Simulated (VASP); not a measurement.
Here is a VASP 6.6.1 calculation.

Contents of INCAR:

```
PREC = Accurate
ENCUT = 520
EDIFF = 1E-6
ISMEAR = 0
SIGMA = 0.01
LREAL = False
LASPH = True
NELM = 80
ALGO = Normal
ISIF = 2
LWAVE = False
LCHARG = False
GGA = PS
NBANDS = 15
```

File KPOINTS:

```
Automatic mesh
0
Gamma
  6 6 6
```

POSCAR

```
KCl
1.0
    0.0000000000      3.1212796445      3.1212796445
    3.1212796445      0.0000000000      3.1212796445
    3.1212796445      3.1212796445      0.0000000000
K Cl
1 1
Direct
    0.0000000000      0.0000000000      0.0000000000
    0.5000000000      0.5000000000      0.5000000000
```

Potentials or basis: VASP PAW PBE potentials, release 64 (K_sv, Cl).

Command:

```console
$ cat potpaw_PBE.64/K_sv/POTCAR potpaw_PBE.64/Cl/POTCAR > POTCAR
$ mpirun -np 1 vasp_std > vasp.out
```

Task: Estimate the band gap on the k mesh.

Result: 5.10 eV.

Task: What does it give for the pressure?

Result: 0.1 GPa.

Caveat: the PAW data sets were made with another functional, which shifts forces and pressure a little.

**Measured values to compare with.**

A printed reference work, monograph reports, for a bulk crystal of KCl: band gap 8.68 eV.

Measured gap of KCl: 8.68 eV (a printed reference work, monograph). This calculation gives 5.10 eV (-3.58 eV). The value is that of PBEsol, without temperature or zero-point motion. Semilocal functionals fall short of measured gaps as a rule.
